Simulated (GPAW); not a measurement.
Sb:

```
Sb
1.0
    -1.87134    1.87134    1.87134
     1.87134   -1.87134    1.87134
     1.87134    1.87134   -1.87134
Sb
1
Cartesian
  0.0000 0.0000 0.0000
```

This isn't the form of Sb at room conditions, which is rhombohedral.

- Program: GPAW 26.7.0
- Task: single point
- Functional: PBE
- Potentials or basis: GPAW PAW data sets (gpaw-data 1.2.1)
- Cutoff: 600 eV
- Basis: pw
- k mesh: 10 × 10 × 10
- Occupations: fermi-dirac, width 0.05 eV
- Spin: no spin polarisation

On this cell: pressure 2.8 GPa; band gap on the k mesh none (metal or under the smearing width).

The same run follows on a disturbed copy (cell strained at random at fixed volume):

```
Sb
1.0
    -1.91168    1.89860    1.91097
     1.86645   -1.92422    1.89137
     1.82583    1.83838   -1.93660
Sb
1
Direct
  0.00668 0.00212 0.01774
```

Problem. What does the disturbed cell give?

Solution. The energy (extrapolated to zero smearing) moves by +2.5 meV/atom; pressure 2.6 GPa; band gap on the k mesh none (metal or under the smearing width).

Stress tensor (GPa, compression positive):
```
2.38 1.03 0.68
1.03 2.66 0.88
0.68 0.88 2.86
```
